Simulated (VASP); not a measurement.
# Silicon: cell size and functional

How much does the relaxed cell of Silicon depend on the functional? The starting structure is a measured crystal structure from the Crystallography Open Database.

Method: Kohn-Sham DFT with plane waves and PAW; PBEsol, r2SCAN, PBE and LDA, in VASP 6.6.1.

## 1. Set-up

Symmetry: Fd-3m, No. 227, cubic system. Conventional cell: a = 5.431 Å, b = 5.431 Å, c = 5.431 Å, α = 90.00°, β = 90.00°, γ = 90.00°. Nearest to Si lie 4 Si at 2.35 Å.

## 2. Relaxation with PBEsol

PBEsol restores the gradient expansion of exchange and is tuned for the cells of solids. This run starts from the cell of an earlier relaxation, which isn't shown; the restart sets up the plane waves anew.

INCAR reads:

```
SYSTEM = Si
PREC = Accurate
ENCUT = 520
EDIFF = 1E-07
NELM = 100
ISMEAR = 0
SIGMA = 0.03
LREAL = .FALSE.
ALGO = Normal
GGA = PS
NBANDS = 10
LORBIT = 11
LWAVE = .FALSE.
LCHARG = .FALSE.
KPAR = 4
IBRION = 2
NSW = 50
ISIF = 3
EDIFFG = -0.005
LASPH = .TRUE.
```

POSCAR reads:

```
Si
1.0
    0.0000000000      2.7177990066      2.7177990066
    2.7177990066      0.0000000000      2.7177990066
    2.7177990066      2.7177990066      0.0000000000
Si
2
Direct
    0.7500000000      0.7500000000      0.7500000000
    0.5000000000      0.5000000000      0.5000000000
```

KPOINTS reads:

```
Automatic mesh
0
Gamma
10 10 10
0 0 0
```

PAW data sets: Si (PBE family, release 64).

The run is started by

```bash
mpirun -np 4 vasp_std
```

What it wrote:

```text
[banner, memory and clock lines left out]
running    4 mpi-ranks, on    1 nodes
 distrk:  each k-point on    1 cores,    4 groups
 distr:  one band on    1 cores,    1 groups

 POSCAR found type information on POSCAR Si
 POSCAR found :  1 types and       2 ions
|                                                                             |
|               ----> ADVICE to this user running VASP <----                  |
|                                                                             |
|     You enforced a specific xc type in the INCAR file but a different       |
|     [... a line on the potential file left out ...]
|     I HOPE YOU KNOW WHAT YOU ARE DOING!                                     |
|                                                                             |

 LDA part: xc-table for (Slater+PW92), standard interpolation
 POSCAR, INCAR and KPOINTS ok, starting setup
 FFT: planning ... GRIDC
 FFT: planning ... GRID_SOFT
 FFT: planning ... GRID
 WAVECAR not read
 entering main loop
       N       E                     dE             d eps       ncg     rms          rms(c)
DAV:   1     0.739410273674E+01    0.73941E+01   -0.33924E+03   940   0.652E+02
DAV:   2    -0.112057434136E+02   -0.18600E+02   -0.17958E+02  1358   0.872E+01
DAV:   3    -0.117108844975E+02   -0.50514E+00   -0.50420E+00  1184   0.132E+01
DAV:   4    -0.117143320364E+02   -0.34475E-02   -0.34470E-02  1186   0.135E+00
DAV:   5    -0.117143607582E+02   -0.28722E-04   -0.28721E-04  1162   0.110E-01    0.495E+00
DAV:   6    -0.115616042149E+02    0.15276E+00   -0.87278E-02  1062   0.126E+00    0.296E+00
DAV:   7    -0.114920021214E+02    0.69602E-01   -0.15393E-01  1050   0.176E+00    0.183E-01
DAV:   8    -0.114925397845E+02   -0.53766E-03   -0.52875E-03  1068   0.441E-01    0.789E-02
DAV:   9    -0.114925950052E+02   -0.55221E-04   -0.91151E-05  1254   0.674E-02    0.548E-02
DAV:  10    -0.114926063183E+02   -0.11313E-04   -0.11926E-05  1066   0.204E-02    0.903E-03
DAV:  11    -0.114926060318E+02    0.28647E-06   -0.42285E-07  1240   0.362E-03    0.227E-03
DAV:  12    -0.114926060104E+02    0.21391E-07   -0.13828E-07  1002   0.244E-03
   1 F= -.11492606E+02 E0= -.11492606E+02  d E =-.114926E+02
 curvature:   0.00 expect dE= 0.000E+00 dE for cont linesearch  0.000E+00
 trial: gam= 0.00000 g(F)=  0.461E-50 g(S)=  0.902E-07 ort = 0.000E+00 (trialstep = 0.100E+01)
 search vector abs. value=  0.903E-07
 reached required accuracy - stopping structural energy minimisation
```

Elapsed: 5.8 s, on 4 MPI ranks of Intel Xeon Platinum 8259CL at 2.50GHz (Skylake/Cascade Lake), shared host; peak memory 0.61 GiB; 21 s of CPU time.

The logs omit lines about the potential files and the build; timing stands in the text.

Parts of OUTCAR (step 2):

```text
ion  position               nearest neighbor table
   1  0.750  0.750  0.750-   2 2.35   2 2.35   2 2.35   2 2.35
   2  0.500  0.500  0.500-   1 2.35   1 2.35   1 2.35   1 2.35

  LATTYP: Found a face centered cubic cell.
 ALAT       =     5.4355980132

 Subroutine GETGRP returns: Found 48 space group operations
 (whereof 24 operations were pure point group operations)

The static configuration has the point symmetry T_d .
 The point group associated with its full space group is O_h .

 Found     47 irreducible k-points:

   k-points           NKPTS =     47   k-points in BZ     NKDIM =     47   number of bands    NBANDS=     10

   dimension x,y,z NGX =    30 NGY =   30 NGZ =   30
   dimension x,y,z NGXF=    60 NGYF=   60 NGZF=   60

   ENCUT  =  520.0 eV  38.22 Ry    6.18 a.u.   7.15  7.15  7.15*2*pi/ulx,y,z

   NELECT =       8.0000    total number of electrons

 k-points in reciprocal lattice and weights: Automatic mesh
   0.00000000  0.00000000  0.00000000       0.001
   0.10000000  0.00000000  0.00000000       0.008
   0.20000000  0.00000000  0.00000000       0.008
   0.30000000  0.00000000  0.00000000       0.008
   0.40000000  0.00000000  0.00000000       0.008
   0.50000000  0.00000000  0.00000000       0.004
   0.10000000  0.10000000  0.00000000       0.006
   0.20000000  0.10000000  0.00000000       0.024
   0.30000000  0.10000000  0.00000000       0.024
[...]
-0.30000000  0.40000000  0.20000000       0.024
  -0.30000000  0.50000000  0.20000000       0.012

 average (electrostatic) potential at core
       1 -83.0668       2 -83.0668

 E-fermi :   5.9442

 k-point     1 :       0.0000    0.0000    0.0000
  band No.  band energies     occupation
      1      -6.2089      2.00000
      2       5.7629      2.00000
      3       5.7629      2.00000
      4       5.7629      2.00000
      5       8.2790      0.00000
      6       8.2790      0.00000
      7       8.2790      0.00000
      8       9.0563      0.00000
      9      13.4497      0.00000
    ...

 k-point     2 :       0.1000    0.0000    0.0000
  band No.  band energies     occupation
      1      -6.0778      2.00000
      2       4.6065      2.00000
      3       5.5623      2.00000
      4       5.5623      2.00000
      5       8.2772      0.00000
      6       8.5733      0.00000
      7       8.5733      0.00000
      8       9.9868      0.00000
      9      13.0763      0.00000
    ...

 k-point     3 :       0.2000    0.0000    0.0000
  band No.  band energies     occupation
      1      -5.6906      2.00000
      2       2.7364      2.00000
      3       5.1796      2.00000
      4       5.1796      2.00000
      5       7.9100      0.00000
      6       9.0804      0.00000
      7       9.0804      0.00000
      8      11.7365      0.00000
      9      12.7482      0.00000
    ...

  Total        0.0011163      0.0011163      0.0011163      0.0000000      0.0000000     -0.0000000
  in kB        0.0445463      0.0445463      0.0445463      0.0000000      0.0000000     -0.0000000
  external PRESSURE =       0.0445463 kB  Pullay stress =       0.0000000 kB

  energy-cutoff  :      520.00
  volume of cell :       40.15
      direct lattice vectors                 reciprocal lattice vectors
     0.000000000  2.717799007  2.717799007    -0.183972398  0.183972398  0.183972398
     2.717799007  0.000000000  2.717799007     0.183972398 -0.183972398  0.183972398
     2.717799007  2.717799007  0.000000000     0.183972398  0.183972398 -0.183972398

 POSITION                                       TOTAL-FORCE (eV/Angst)
 -----------------------------------------------------------------------------------
      4.07670      4.07670      4.07670         0.000000      0.000000      0.000000
      2.71780      2.71780      2.71780        -0.000000     -0.000000     -0.000000
 -----------------------------------------------------------------------------------
    total drift:                                0.000000     -0.000000     -0.000000

  FREE ENERGIE OF THE ION-ELECTRON SYSTEM (eV)
  ---------------------------------------------------
  free  energy   TOTEN  =       -11.4926060104 eV

  energy  without entropy=      -11.4926060104  energy(sigma->0) =      -11.49260601

 reached required accuracy - stopping structural energy minimisation

 total charge
# of ion       s       p       d       tot
------------------------------------------
    1        0.752   0.937   0.000   1.689
    2        0.752   0.937   0.000   1.689
--------------------------------------------------
tot          1.504   1.874   0.000   3.378

[... 3 further parts left out ...]
```

The PAW data sets were made with PBE, which is usual practice but a small mismatch for other functionals. The run keeps the 48 symmetry operations of its start, so it cannot find a distortion of lower symmetry.

With PBEsol the relaxed cell holds 20.075 Å³ an atom, +0.26 % against the measured cell, with a = 5.436 Å.

## 3. Relaxation with r2SCAN

r2SCAN adds the kinetic-energy density, costs more than a GGA and is run with LASPH. This run starts from the cell of an earlier relaxation, which isn't shown; the restart sets up the plane waves anew.

INCAR: that of step 2 with these lines changed.

```diff
@@ -9,3 +9,4 @@
 ALGO = Normal
-GGA = PS
+METAGGA = R2SCAN
+LASPH = .TRUE.
 NBANDS = 10
@@ -19,2 +20 @@
 EDIFFG = -0.005
-LASPH = .TRUE.
```

POSCAR reads:

```
Si
1.0
    0.0000000000      2.7198462424      2.7198462424
    2.7198462424      0.0000000000      2.7198462424
    2.7198462424      2.7198462424      0.0000000000
Si
2
Direct
    0.7500000000      0.7500000000      0.7500000000
    0.5000000000      0.5000000000      0.5000000000
```

KPOINTS is that of step 2.

The run is started by

```bash
mpirun -np 4 vasp_std
```

What it wrote:

```text
[banner, memory and clock lines left out]
running    4 mpi-ranks, on    1 nodes
[...]
[... a notice as in an earlier step ...]

 LDA part: xc-table for (None), standard interpolation
 POSCAR, INCAR and KPOINTS ok, starting setup
[...]
entering main loop
       N       E                     dE             d eps       ncg     rms          rms(c)
DAV:   1     0.767464299451E+00    0.76746E+00   -0.34433E+03   940   0.674E+02
DAV:   2    -0.182325737889E+02   -0.19000E+02   -0.18209E+02  1374   0.890E+01
DAV:   3    -0.187135241869E+02   -0.48095E+00   -0.47977E+00  1148   0.131E+01
DAV:   4    -0.187170583737E+02   -0.35342E-02   -0.35336E-02  1184   0.143E+00
[...]
DAV:  10    -0.175499054884E+02   -0.16069E-04   -0.66603E-06  1046   0.213E-02    0.103E-02
DAV:  11    -0.175499088561E+02   -0.33677E-05   -0.14440E-06  1096   0.879E-03    0.277E-03
DAV:  12    -0.175499089026E+02   -0.46505E-07   -0.58583E-08   646   0.164E-03
   1 F= -.17549909E+02 E0= -.17549909E+02  d E =-.175499E+02
[...]
reached required accuracy - stopping structural energy minimisation
```

It took 22 s on 4 MPI ranks; peak memory 0.61 GiB; 84 s of CPU time.

OUTCAR, selected parts (step 3):

```text
  Total        0.0016658      0.0016658      0.0016658     -0.0000000      0.0000000     -0.0000000
  in kB        0.0663227      0.0663227      0.0663227     -0.0000000      0.0000000     -0.0000000
  external PRESSURE =       0.0663227 kB  Pullay stress =       0.0000000 kB

 POSITION                                       TOTAL-FORCE (eV/Angst)
 -----------------------------------------------------------------------------------
      4.07977      4.07977      4.07977        -0.000000     -0.000000      0.000000
      2.71985      2.71985      2.71985         0.000000      0.000000      0.000000
 -----------------------------------------------------------------------------------
    total drift:                                0.000000     -0.000000     -0.000000

  FREE ENERGIE OF THE ION-ELECTRON SYSTEM (eV)
  ---------------------------------------------------
  free  energy   TOTEN  =       -17.5499089026 eV

  energy  without entropy=      -17.5499089026  energy(sigma->0) =      -17.54990890

[... 2 parts as in an earlier step ...]

[... 2 further parts left out ...]
[key lines of the parts left out:]
E-fermi :   5.8399
```

With r2SCAN the relaxed cell holds 20.120 Å³ an atom, +0.48 % against the measured cell, with a = 5.440 Å. That is +0.23 % from PBEsol.

## 4. Relaxation with PBE

PBE, the usual starting point, adds the gradient of the density. This run starts from the cell of an earlier relaxation, which isn't shown; the restart sets up the plane waves anew.

INCAR: that of step 3 with these lines changed.

```diff
@@ -9,4 +9,3 @@
 ALGO = Normal
-METAGGA = R2SCAN
-LASPH = .TRUE.
+GGA = PE
 NBANDS = 10
@@ -20 +19,2 @@
 EDIFFG = -0.005
+LASPH = .TRUE.
```

POSCAR reads:

```
Si
1.0
    0.0000000000      2.7342373351      2.7342373351
    2.7342373351      0.0000000000      2.7342373351
    2.7342373351      2.7342373351      0.0000000000
Si
2
Direct
    0.7500000000      0.7500000000      0.7500000000
    0.5000000000      0.5000000000      0.5000000000
```

KPOINTS is that of step 3.

The run is started by

```bash
mpirun -np 4 vasp_std
```

What it wrote:

```text
[banner, memory and clock lines left out]
running    4 mpi-ranks, on    1 nodes
[...]
LDA part: xc-table for (Slater+PW92), standard interpolation
 POSCAR, INCAR and KPOINTS ok, starting setup
[...]
entering main loop
       N       E                     dE             d eps       ncg     rms          rms(c)
DAV:   1     0.844657482986E+01    0.84466E+01   -0.34162E+03   940   0.656E+02
DAV:   2    -0.104825125722E+02   -0.18929E+02   -0.18038E+02  1390   0.871E+01
DAV:   3    -0.110125712706E+02   -0.53006E+00   -0.52784E+00  1146   0.132E+01
DAV:   4    -0.110174546400E+02   -0.48834E-02   -0.48827E-02  1200   0.150E+00
[...]
DAV:  11    -0.108492033759E+02   -0.47676E-06   -0.14825E-06  1210   0.698E-03    0.278E-03
DAV:  12    -0.108492036153E+02   -0.23940E-06   -0.44897E-07  1002   0.439E-03    0.827E-04
DAV:  13    -0.108492036239E+02   -0.85705E-08   -0.26734E-09   574   0.378E-04
   1 F= -.10849204E+02 E0= -.10849204E+02  d E =-.108492E+02
[...]
reached required accuracy - stopping structural energy minimisation
```

Wall time 8 s (4 MPI ranks); peak memory 0.61 GiB; 29 s of CPU time.

OUTCAR, selected parts (step 4):

```text
  Total        0.0013176      0.0013176      0.0013176     -0.0000000     -0.0000000      0.0000000
  in kB        0.0516359      0.0516359      0.0516359     -0.0000000     -0.0000000      0.0000000
  external PRESSURE =       0.0516359 kB  Pullay stress =       0.0000000 kB

 POSITION                                       TOTAL-FORCE (eV/Angst)
 -----------------------------------------------------------------------------------
      4.10136      4.10136      4.10136         0.000000      0.000000      0.000000
      2.73424      2.73424      2.73424        -0.000000     -0.000000     -0.000000
 -----------------------------------------------------------------------------------
    total drift:                                0.000000     -0.000000     -0.000000

  FREE ENERGIE OF THE ION-ELECTRON SYSTEM (eV)
  ---------------------------------------------------
  free  energy   TOTEN  =       -10.8492036239 eV

  energy  without entropy=      -10.8492036239  energy(sigma->0) =      -10.84920362

[... 2 parts as in an earlier step ...]

[... 2 further parts left out ...]
[key lines of the parts left out:]
E-fermi :   5.7404
```

With PBE the relaxed cell holds 20.441 Å³ an atom, +2.09 % against the measured cell, with a = 5.468 Å. That is +1.83 % from PBEsol.

## 5. Relaxation with LDA

LDA, the lowest rung, knows the local density alone. This run starts from the cell of an earlier relaxation, which isn't shown; the restart sets up the plane waves anew.

INCAR: that of step 4 with these lines changed.

```diff
@@ -9,3 +9,3 @@
 ALGO = Normal
-GGA = PE
+GGA = CA
 NBANDS = 10
```

POSCAR reads:

```
Si
1.0
    0.0000000000      2.7014218005      2.7014218005
    2.7014218005      0.0000000000      2.7014218005
    2.7014218005      2.7014218005      0.0000000000
Si
2
Direct
    0.7500000000      0.7500000000      0.7500000000
    0.5000000000      0.5000000000      0.5000000000
```

KPOINTS is that of step 4.

Potentials, in the order of the species: Si (LDA family, release 64).

The run is started by

```bash
mpirun -np 4 vasp_std
```

What it wrote:

```text
[banner, memory and clock lines left out]
running    4 mpi-ranks, on    1 nodes
[...]
LDA part: xc-table for (Slater(with rela. corr.)+CA(PZ))
 , standard interpolation
 POSCAR, INCAR and KPOINTS ok, starting setup
[...]
entering main loop
       N       E                     dE             d eps       ncg     rms          rms(c)
DAV:   1     0.843732024104E+01    0.84373E+01   -0.32798E+03   940   0.649E+02
DAV:   2    -0.116349482059E+02   -0.20072E+02   -0.19360E+02  1288   0.906E+01
DAV:   3    -0.121861268633E+02   -0.55118E+00   -0.55001E+00  1210   0.144E+01
DAV:   4    -0.121904658090E+02   -0.43389E-02   -0.43384E-02  1194   0.153E+00
[...]
DAV:   9    -0.119190825344E+02    0.26234E-04   -0.21567E-04  1184   0.855E-02    0.618E-02
DAV:  10    -0.119190878167E+02   -0.52823E-05   -0.13808E-05  1090   0.239E-02    0.315E-02
DAV:  11    -0.119190877468E+02    0.69917E-07   -0.75026E-07  1154   0.516E-03
   1 F= -.11919088E+02 E0= -.11919088E+02  d E =-.119191E+02
[...]
reached required accuracy - stopping structural energy minimisation
```

Wall time 4.8 s (4 MPI ranks); peak memory 0.5 GiB.

OUTCAR, selected parts (step 5):

```text
  Total       -0.0001072     -0.0001072     -0.0001072     -0.0000000      0.0000000     -0.0000000
  in kB       -0.0043544     -0.0043544     -0.0043544     -0.0000000      0.0000000     -0.0000000
  external PRESSURE =      -0.0043544 kB  Pullay stress =       0.0000000 kB

 POSITION                                       TOTAL-FORCE (eV/Angst)
 -----------------------------------------------------------------------------------
      4.05213      4.05213      4.05213        -0.000000     -0.000000     -0.000000
      2.70142      2.70142      2.70142         0.000000      0.000000      0.000000
 -----------------------------------------------------------------------------------
    total drift:                                0.000000      0.000000     -0.000000

  FREE ENERGIE OF THE ION-ELECTRON SYSTEM (eV)
  ---------------------------------------------------
  free  energy   TOTEN  =       -11.9190877468 eV

  energy  without entropy=      -11.9190877468  energy(sigma->0) =      -11.91908775

[... 2 parts as in an earlier step ...]

[... 2 further parts left out ...]
[key lines of the parts left out:]
E-fermi :   6.1191
```

With LDA the relaxed cell holds 19.714 Å³ an atom, -1.55 % against the measured cell, with a = 5.403 Å. That is -1.80 % from PBEsol.

## 6. The runs compared

```
 level  volume (Å³/atom)  against the measured cell (%)   a (Å)  pressure left (GPa)  core minutes
PBEsol            20.075                           0.26  5.4356                  0.0          1.16
r2SCAN             20.12                           0.48  5.4397                 0.01           4.6
   PBE            20.441                           2.09  5.4685                 0.01          1.92
   LDA            19.714                          -1.55  5.4028                  0.0          1.28
```

Core minutes are wall time times ranks, summed over the relaxations behind a row (those for a bulk modulus apart), on shared hosts.

## 7. What came out

```json
{
 "volume, PBEsol": "20.07 Å³/atom",
 "volume, r2SCAN": "20.12 Å³/atom",
 "volume, PBE": "20.44 Å³/atom",
 "volume, LDA": "19.71 Å³/atom"
}
```

In words: Across 4 levels the volume of Silicon spans 3.7 %, from 19.71 Å³ an atom (LDA) to 20.44 Å³ (PBE). Against the measured volume of the starting structure, PBEsol comes nearest (+0.3 %) and PBE lies farthest (+2.1 %). The measured cell holds zero-point expansion and, unless it was taken cold, thermal expansion, which the runs lack, so small differences decide nothing. All runs keep the symmetry of the start, so they can't find a distortion of lower symmetry. Further runs on this material are not shown.

[Lines on the potential files, build, host, timing and source positions are cut from VASP's logs without a mark.]

[Logs are printed without paths, hosts, clocks, repeated set-up lines and the standing remarks that a program may print on its own settings, such as how far it seeks lower states.]

[Hosts, paths, dates, database ids (printed as entryN), source tags and the programs' standing remarks are cut or masked in the printed files.]
